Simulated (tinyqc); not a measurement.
Pariser-Parr-Pople SCF with singles CI, for the molecule c1ccncc1 (SMILES; centres numbered as the heavy atoms are written), step by step. One step of it, computed by the program tinyqc.

Problem. Singles CI, triplets. Over the 4 single excitations with the smallest orbital gaps: A = (e_a - e_i) delta - (ij|ab), with (pq|rs) = sum c_mp c_mq gamma_mn c_nr c_ns.

orbital energies (eV): [-15.739726, -12.616899, -11.922219, -0.876877, -0.188202, 2.927486]

coefficients, order 1C, 2C, 3C, 4N, 5C, 6C:
```
[[0.364616, -0.572933, 0.000000, 0.586860, 0.000000, 0.440907],
 [0.376578, -0.339356, 0.520543, -0.243034, -0.478576, -0.428907],
 [0.399771, 0.191016, 0.478576, -0.369244, 0.520543, 0.409090],
 [0.513613, 0.607000, 0.000000, 0.514571, 0.000000, -0.320889],
 [0.399771, 0.191016, -0.478576, -0.369244, -0.520543, 0.409090],
 [0.376578, -0.339356, -0.520543, -0.243034, 0.478576, -0.428907]]
```

repulsion gamma_rs (eV), order 1C, 2C, 3C, 4N, 5C, 6C:
```
[[12.710000, 7.996727, 5.380463, 4.742688, 5.380463, 7.996727],
 [7.996727, 12.710000, 7.995425, 5.345195, 4.768375, 5.381654],
 [5.380463, 7.995425, 12.710000, 7.882295, 5.381654, 4.768375],
 [4.742688, 5.345195, 7.882295, 11.820000, 7.882295, 5.345195],
 [5.380463, 4.768375, 5.381654, 7.882295, 12.710000, 7.995425],
 [7.996727, 5.381654, 4.768375, 5.345195, 7.995425, 12.710000]]
```

Give: triplet CI matrix; triplet excitation energies.

Solution.

triplet CI matrix (eV), order 3>4, 3>5, 2>4, 2>5:
```
[[3.984, 0.000, 0.000, 0.271],
 [0.000, 4.030, 0.271, 0.000],
 [0.000, 0.271, 4.190, 0.000],
 [0.271, 0.000, 0.000, 5.471]]
```

triplet excitation energies (eV): [3.827, 3.936, 4.392, 5.519]
